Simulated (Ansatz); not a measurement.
The following input was run with Ansatz 0.2.0.

```yaml
crystal:
  lattice:
    - [14.8, 0.0, 0.0]
    - [0.0, 12.7, 0.0]
    - [0.0, 0.0, 8.2582031335]
  atoms:
    - { symbol: B, position: [0.565759363, 0.5, 0.0], spin: 0.3 }
    - { symbol: B, position: [0.3027219109, 0.5, 0.6666666667], spin: 0.3 }
    - { symbol: As, position: [0.631518726, 0.6327321776, 0.0833333333], spin: 0.3 }
    - { symbol: As, position: [0.5, 0.3672678224, 0.4166666667], spin: 0.3 }
    - { symbol: As, position: [0.368481274, 0.6327321776, 0.75], spin: 0.3 }
    - { symbol: B, position: [0.434240637, 0.5, 0.3333333333], spin: 0.3 }
    - { symbol: B, position: [0.6972780891, 0.5, 0.6666666667], spin: 0.3 }
    - { symbol: As, position: [0.631518726, 0.3672678224, 0.0833333333], spin: 0.3 }
    - { symbol: As, position: [0.5, 0.6327321776, 0.4166666667], spin: 0.3 }
    - { symbol: As, position: [0.368481274, 0.3672678224, 0.75], spin: 0.3 }
    - { symbol: B, position: [0.368481274, 0.3672678224, 0.0], spin: 0.3 }
    - { symbol: B, position: [0.631518726, 0.3672678224, 0.3333333333], spin: 0.3 }
    - { symbol: B, position: [0.5, 0.6327321776, 0.6666666667], spin: 0.3 }
    - { symbol: As, position: [0.434240637, 0.5, 0.0833333333], spin: 0.3 }
    - { symbol: As, position: [0.6972780891, 0.5, 0.4166666667], spin: 0.3 }
    - { symbol: B, position: [0.368481274, 0.6327321776, 0.0], spin: 0.3 }
    - { symbol: B, position: [0.631518726, 0.6327321776, 0.3333333333], spin: 0.3 }
    - { symbol: B, position: [0.5, 0.3672678224, 0.6666666667], spin: 0.3 }
    - { symbol: As, position: [0.3027219109, 0.5, 0.4166666667], spin: 0.3 }
    - { symbol: As, position: [0.565759363, 0.5, 0.75], spin: 0.3 }
basis:
  ecutwfc: 420
kpoints:
  mp_grid: { grid: [1, 1, 4] }
hamiltonian:
  xc: pbesol
scf:
  occupations: { method: gaussian, width: 0.05 }
  lower_state_search: "off"
output:
  forces: true
  stress: true
  eigenvalues: true
  populations: true
  write_density: true
  write_potential: true
  elf: true
  volumetric_format: npy
magnetization:
  spin_polarized: true
relax:
  adjacent_minimum: "off"
  f_tol: 0.02
  max_steps: 45
  cell: { fix: [a, b, alpha, beta, gamma], stress_tol: 0.03 }
```

Command:
```bash
ansatz run input.yaml --threads 4 --pin off --max-ram 11264MiB --backend cpu --events-out ev --progress --plain --runs-dir out
```

These are results of Ansatz 0.2.0, DFT PBEsol, scalar-relativistic, plane waves, PAW, not measurements.

From the run's log, abridged (final results; tables in files aren't shown):

```
the starting moments were not kept: the SCF closed with an absolute magnetisation of 1.3e-5 μB, where they sum to 6 μB in size (20 sites). That is at most 0.1 of that sum. Measured as dr2_m measures the in/out step, that magnetisation stands 9.6e-12 eV from none, at or under the dr2_threshold of 7.2e-11 eV: it is no larger than a step whose dr2_m would equal this threshold.
SCF 42 converged in 7 iterations: F = -49644.081141 eV  dr2 = 2.58e-11
WARN: The output density's exchange-correlation potential varies sharply where the density is thin. Do not read a vacuum level from v_tot or v_xc, or from such a field of the output density. On a cell that repeats whose density bears no net charge and no dipole along the vacuum's axis use v_es (v_loc + v_h of the components); under efield.dipole_correction with no amplitude use v_es + v_field, which holds any external_charges[].barrier, or the levels of the report's work_function block, which leave it out; under a non-zero efield.amplitude the vacuum is tilted and has no level; on a cell that repeats and bears such a dipole with no correction it is tilted too, and efield.dipole_correction wi ...
SCF converged after 7 iterations
Magnetization: 0.0000 μB (90.0000 up, 90.0000 down)
Absolute magnetization: 0.0000 μB (∫|ρ↑−ρ↓|, with the PAW one-centre terms)
Spin contamination: 0.0000 ħ² per cell (⟨S²⟩ above its minimum at these occupations)
Per-site moments (μB) at R_I (Å): [(4.23954028e-8, 0.83651775), (-3.31777625e-7, 0.72647810), (-1.62595404e-8, 0.86965786), (-6.69805403e-8, 0.84614103), (-2.53410628e-7, 0.80785460), (-2.66102387e-8, 0.72900021), (-1.22883714e-8, 0.71365320), (-1.62595403e-8, 0.86965786), (-6.69805404e-8, 0.84614103), (-2.53410628e-7, 0.80785460), (6.88716444e-7, 0.66291924), (9.42139542e-9, 0.71365320), (5.47272344e-8, 0.72647810), (-3.17742645e-7, 0.82204077), (1.59631062e-8, 0.84834466), (6.88716444e-7, 0.66291924), (9.42139537e-9, 0.71365320), (5.47272345e-8, 0.72647810), (-4.82413703e-7, 0.89250112), (-4.33374052e-8, 0.83882558)]
Free energy (F): -49644.081141 eV
Harris-Foulkes:  -49644.081141 eV  (|F-HF|=0.00e0)
Internal energy: -49644.080783 eV  (E = F + TS)
E sigma→0 (E₀):  -49644.080962 eV
Entropy (-TS):   -0.000358 eV (-0.018 meV/atom)
Fermi energy:    -1.725466 eV
--- Per-component energies (eV) ---
  E_band       = -4360.550937
  E_kinetic    = 1499.247191
  E_local      = -73879.464300  (includes V_loc(G=0)·N_el)
  E_nonlocal   = -6560.103080
  E_hartree    = 36727.130170
  E_xc         = -1095.183648
  E_vxc        = -1157.473310  (∫ρ·V_xc dr)
  E_paw        = -18685.016786  (= ΣΔE_a)
  E_vpaw       = 2282.982371  (= ΣTr[D̂ρ^β])
  E_aug_tail   = 0.000052  (compensation charges beyond the density's cutoff)
  E_ewald      = 12339.498223
  E_core_change = 9.811396  (= ΣΔE_core)
  E_smearing   = -0.000358  (= −TS)
--- Forces (eV/Å), atoms counted from 1 ---
  atom   1  B     -0.00864450     0.00000000     0.01191567
  atom   2  B      0.00069029     0.00000000    -0.00907743
  atom   3  As     0.01345384     0.00940030    -0.00183026
  atom   4  As    -0.01031464     0.00445506     0.00175643
  atom   5  As     0.00701254     0.00132483     0.00387007
  atom   6  B      0.00059838     0.00000000    -0.00528621
  atom   7  B     -0.00295654     0.00000000     0.00115830
  atom   8  As     0.01345384    -0.00940030    -0.00183026
  atom   9  As    -0.01031464    -0.00445506     0.00175643
  atom  10  As     0.00701254    -0.00132483     0.00387007
  atom  11  B     -0.00474692    -0.01112784    -0.00778538
  atom  12  B     -0.00018987     0.00568200    -0.00111913
  atom  13  B     -0.00225837     0.01352795     0.01109447
  atom  14  As     0.00265396     0.00000000    -0.00051067
  atom  15  As     0.01525096     0.00000000     0.00107913
  atom  16  B     -0.00474692     0.01112784    -0.00778538
  atom  17  B     -0.00018987    -0.00568200    -0.00111913
  atom  18  B     -0.00225837    -0.01352795     0.01109447
  atom  19  As    -0.01118231     0.00000000    -0.00425877
  atom  20  As    -0.00232289     0.00000000    -0.00699252
--- Stress (GPa, compression-positive) ---
        0.014778       0.000000       0.004207
        0.000000       0.006484       0.000000
        0.004207       0.000000      -0.019141
  P = ⅓ Tr σ = 0.0007 GPa (0.007 kbar)
--- Band table (eV; the first three rows and the last of 6) ---
  k-point 0 ↑: bands = ["-37.8051", "-37.8034", "-37.7351", "-37.7175", "-37.7150", "-37.7087", "-37.6979", "-37.6867", "-37.6784", "-37.6448", "-37.6238", "-37.5699", "-37.5649", "-37.5638", "-37.5591", "-37.5567", "-37.5496", "-37.5237", "-37.5237", "-37.4998", "-37.4970", "-37.4945", "-37.4871", "-37.4729", "-37.4662", "-37.4620", "-37.4445", "-37.4082", "-37.4066", "-37.3909", "-37.3896", "-37.3525", "-37.3218", "-37.3147", "-37.3131", "-37.3040", "-37.2515", "-37.2512", "-37.2276", "-37.2269", "-36.9737", "-36.9736", "-36.9547", "-36.9543", "-36.9256", "-36.9248", "-36.8754", "-36.8747", "-36.8564", "-36.8562", "-16.9013", "-15.8573", "-15.0214", "-14.4316", "-14.1241", "-14.0914", "-13 ...
  k-point 1 ↑: bands = ["-37.8051", "-37.8034", "-37.7351", "-37.7175", "-37.7150", "-37.7087", "-37.6979", "-37.6867", "-37.6784", "-37.6448", "-37.6238", "-37.5699", "-37.5649", "-37.5638", "-37.5591", "-37.5567", "-37.5496", "-37.5237", "-37.5237", "-37.4998", "-37.4970", "-37.4945", "-37.4871", "-37.4729", "-37.4662", "-37.4620", "-37.4445", "-37.4082", "-37.4066", "-37.3909", "-37.3896", "-37.3525", "-37.3218", "-37.3147", "-37.3131", "-37.3040", "-37.2515", "-37.2512", "-37.2276", "-37.2269", "-36.9737", "-36.9736", "-36.9547", "-36.9543", "-36.9256", "-36.9248", "-36.8754", "-36.8747", "-36.8564", "-36.8562", "-16.8233", "-15.9978", "-15.2137", "-14.2388", "-14.1145", "-13.9335", "-13 ...
  k-point 2 ↑: bands = ["-37.8051", "-37.8034", "-37.7351", "-37.7175", "-37.7150", "-37.7087", "-37.6979", "-37.6867", "-37.6784", "-37.6448", "-37.6238", "-37.5699", "-37.5649", "-37.5638", "-37.5591", "-37.5567", "-37.5496", "-37.5237", "-37.5237", "-37.4998", "-37.4970", "-37.4945", "-37.4871", "-37.4729", "-37.4662", "-37.4620", "-37.4445", "-37.4082", "-37.4066", "-37.3909", "-37.3896", "-37.3525", "-37.3218", "-37.3147", "-37.3131", "-37.3040", "-37.2515", "-37.2512", "-37.2276", "-37.2269", "-36.9737", "-36.9736", "-36.9547", "-36.9543", "-36.9256", "-36.9248", "-36.8754", "-36.8747", "-36.8564", "-36.8562", "-16.7064", "-16.1929", "-15.2697", "-14.3278", "-14.1046", "-13.5416", "-13 ...
  k-point 2 ↓: bands = ["-37.8051", "-37.8034", "-37.7351", "-37.7175", "-37.7150", "-37.7087", "-37.6979", "-37.6867", "-37.6784", "-37.6448", "-37.6238", "-37.5699", "-37.5649", "-37.5638", "-37.5591", "-37.5567", "-37.5496", "-37.5237", "-37.5237", "-37.4998", "-37.4970", "-37.4945", "-37.4871", "-37.4729", "-37.4662", "-37.4620", "-37.4445", "-37.4082", "-37.4066", "-37.3909", "-37.3896", "-37.3525", "-37.3218", "-37.3147", "-37.3131", "-37.3040", "-37.2515", "-37.2512", "-37.2276", "-37.2269", "-36.9737", "-36.9736", "-36.9547", "-36.9543", "-36.9256", "-36.9248", "-36.8754", "-36.8747", "-36.8564", "-36.8562", "-16.7064", "-16.1929", "-15.2697", "-14.3278", "-14.1046", "-13.5416", "-13 ...
--- Relaxed structure (41 steps of the walk, 36 accepted, 1 SCFs on fresh bases) ---
  F+E_penalty+E_count = -49644.08114085 eV   max|allowed force component| = 1.525e-2 eV/Å   (the final SCF, on the basis selected at the relaxed cell)
  cell:  # Å, volume = 1515.1128 Å³
    - [14.8, -3.66055374e-127, 0.0]
    - [-3.14115084e-127, 12.7, 7.81519831e-128]
    - [0.0, 5.08185001e-128, 8.06082564]
  atoms:
    - { symbol: B, position: [0.60185582, 0.49999999, -0.01584604] }
    - { symbol: B, position: [0.36770062, 0.49999999, 0.67471627] }
    - { symbol: As, position: [0.65998462, 0.60462184, 0.15969525] }
    - { symbol: As, position: [0.46318158, 0.35229548, 0.44755610] }
    - { symbol: As, position: [0.35690896, 0.65390323, 0.78112039] }
    - { symbol: B, position: [0.47477797, 0.49999999, 0.30988380] }
    - { symbol: B, position: [0.64485137, 0.49999999, 0.49445220] }
    - { symbol: As, position: [0.65998462, 0.39537815, 0.15969525] }
    - { symbol: As, position: [0.46318158, 0.64770451, 0.44755610] }
    - { symbol: As, position: [0.35690896, 0.34609676, 0.78112039] }
    - { symbol: B, position: [0.35201798, 0.43672925, -0.02251872] }
    - { symbol: B, position: [0.57467580, 0.43114464, 0.36142977] }
    - { symbol: B, position: [0.46858516, 0.57354213, 0.67541687] }
    - { symbol: As, position: [0.47168809, 0.49999999, 0.06272533] }
    - { symbol: As, position: [0.76187852, 0.49999999, 0.35688085] }
    - { symbol: B, position: [0.35201798, 0.56327074, -0.02251872] }
    - { symbol: B, position: [0.57467580, 0.56885535, 0.36142977] }
    - { symbol: B, position: [0.46858516, 0.42645786, 0.67541687] }
    - { symbol: As, position: [0.33728433, 0.49999999, 0.41217600] }
    - { symbol: As, position: [0.58925500, 0.49999999, 0.73294556] }
--- Löwdin populations: 20 sites ---
  site symbol q [e]    m [muB]
     0      B      3.5419     0.0000
     1      B      3.1888     0.0000
     2     As     14.6317     0.0000
     3     As     14.5986     0.0000
     4     As     14.7025     0.0000
     5      B      3.3199     0.0000
     6      B      3.3525     0.0000
     7     As     14.6317     0.0000
     8     As     14.5986     0.0000
     9     As     14.7025     0.0000
    10      B      3.2148     0.0000
    11      B      3.2538     0.0000
    12      B      3.3452     0.0000
    13     As     14.3698     0.0000
    14     As     14.8096     0.0000
    15      B      3.2148     0.0000
    16      B      3.2538     0.0000
    17      B      3.3452     0.0000
    18     As     14.6772     0.0000
    19     As     14.4047     0.0000
  spilling = 0.004682 (of n_electrons = 180.000000)
```

The relaxation met its thresholds.

It took 26 min on 4 threads of Intel(R) Xeon(R) Platinum 8488C (Sapphire Rapids), with other jobs on the host, peak memory 3.4 GiB.